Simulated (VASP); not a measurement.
Runs of VASP 6.6.1 on SiC. The structure is cubic, space group F-43m (No. 216). The conventional cell has a = 4.360 Å, b = 4.360 Å, c = 4.360 Å, α = 90.00°, β = 90.00°, γ = 90.00°. Around C (site symmetry -43m) lie 4 Si at 1.89 Å. Around Si (site symmetry -43m) lie 4 C at 1.89 Å. The cell was built by a generator and isn't the measured one.

```tsv
level	potentials or basis	k mesh	grid for exact exchange (PRECFOCK)	screening parameter	gap on the mesh (eV)	pressure (GPa)	relaxed volume (Å³/atom)
PBE	VASP PAW PBE potentials, release 64 (C, Si)	13 × 13 × 13	-	-	1.44	0.0	10.49
LDA	VASP PAW LDA potentials, release 64 (C, Si)	13 × 13 × 13	-	-	1.36	0.0	10.15
HSE06	VASP PAW PBE potentials, release 64 (C, Si)	6 × 6 × 6	Fast	0.2 1/A	2.25	0.0	(a)
r2SCAN	VASP PAW PBE potentials, release 64 (C, Si)	13 × 13 × 13	-	-	1.80	0.0	(b)
PBEsol	VASP PAW PBE potentials, release 64 (C, Si)	13 × 13 × 13	-	-	1.30	0.0	10.35
```

Alike in all rows: task relaxation of cell and atoms; no spin polarisation; cell relaxed; cutoff (eV) 600; smearing fermi-dirac 0.05 eV.

Problem. Estimate the missing entries.

Solution. (a) 10.26; (b) 10.32.

Caveats: an odd mesh through Γ misses points on the zone boundary, where band edges often lie (some runs); the PAW data sets were made with another functional, which shifts forces and pressure a little (some runs).

Not every run made on this cell is shown here.
